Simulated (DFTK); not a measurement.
Crystal: Te.

```
Te
1.0
     4.45400    0.00000    0.00000
    -2.22700    3.85728    0.00000
     0.00000    0.00000    5.92400
Te
3
Direct
  0.73100 0.73100 0.00000
  0.00000 0.26900 0.66667
  0.26900 0.00000 0.33333
```

Base run:

- Program: DFTK 0.8.2
- Functional: PBEsol
- Potentials or basis: dojo.nc.sr.pbesol.v0_4_1.standard.upf (PBEsol)
- Cutoff: 1088 eV
- k mesh: 7 × 7 × 5
- Occupations: fermi-dirac, width 0.05 eV
- Spin: no spin polarisation

Its results: pressure -0.8 GPa; largest force 0.153 eV/Å.

Q: The run is repeated on the same cell with these changes: potentials or basis from dojo.nc.sr.pbesol.v0_4_1.standard.upf (PBEsol) to cp2k.nc.sr.pbe.v0_1.semicore.gth (PBE, GTH); cutoff from 1088 eV to 544 eV; valence electrons from 48 to 18. What comes out?

A: Pressure 0.2 GPa; largest force 0.337 eV/Å.

Caveats: GTH potentials come without recommended cutoffs, and this one wasn't checked for convergence (some runs); the potentials were made for another functional, which shifts forces and pressure (some runs).
